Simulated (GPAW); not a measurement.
Runs of GPAW 26.7.0 on BN. Symmetry: P6_3mc, No. 186, hexagonal system. The conventional cell has a = 2.554 Å, b = 2.554 Å, c = 4.227 Å, α = 90.00°, β = 90.00°, γ = 120.00°. Around N (site symmetry 3m) lie 4 B at 1.57 to 1.58 Å. Around B (site symmetry 3m) lie 4 N at 1.57 to 1.58 Å. Measurements of this composition are mostly on another form, of space group No. 194.

| task | level | potentials or basis | cell | k mesh | band path | band points | gap on the mesh (eV) | pressure (GPa) | V0 of scaled cells (Å³/atom) | B0 (GPa) | largest force (eV/Å) |
| --- | --- | --- | --- | --- | --- | --- | --- | --- | --- | --- | --- |
| band structure | LDA | the program's PAW data sets (release 1.2.1) made for this functional, pw | as given | 10 × 10 × 5 | GMKGALHA,LM,KH | 60 | 5.18 | (c) | - | - | (d) |
| equation of state | PBEsol | PAW data sets generated in the run's folder for this functional, pw | as given | 10 × 10 × 5 | - | - | - | - | 5.88 | 387 | - |
| equation of state | LDA | the program's PAW data sets (release 1.2.1) made for this functional, pw | as given | 10 × 10 × 5 | - | - | - | - | 5.76 | 404 | - |
| single point | PBE | GPAW PAW data sets (gpaw-data 1.2.1), pw | strain = -0.02 | 9 × 9 × 5 | - | - | 5.14 | (a) | - | - | 0.09 |
| single point | PBE | GPAW PAW data sets (gpaw-data 1.2.1), pw | strain = 0.01 | 9 × 9 × 5 | - | - | 5.17 | -1.2 | - | - | 0.05 |
| band structure | r2SCAN | GPAW PAW data sets (gpaw-data 1.2.1), pw | as given | 10 × 10 × 5 | GMKGALHA,LM,KH | 60 | 5.94 | -5.9 | - | - | (b) |
| single point | TB-mBJ | GPAW PAW data sets for LDA (gpaw-data 1.2.1), pw | as given | 10 × 10 × 6 | - | - | 6.95 | - | - | - | - |

Alike in all rows: no spin polarisation; cutoff (eV) 800; smearing fermi-dirac 0.05 eV.

Problem. Estimate the missing entries.

Solution. (a) -1.1; (b) 0.03; (c) -15.0; (d) 0.02.

Caveats: the mesh misses the band edges, which the band path finds closer together (some runs); the cell was scaled at fixed shape and fractional positions, which overstates the stiffness of a crystal with free parameters, most of all of layers and chains (some runs); the density grid can change from cell to cell, which puts small steps into energies and stress (some runs); an odd mesh through Γ misses points on the zone boundary, where band edges often lie (some runs); the PAW data sets were made with another functional, which shifts forces and pressure a little (some runs); a model potential gives levels but no total energy (some runs).
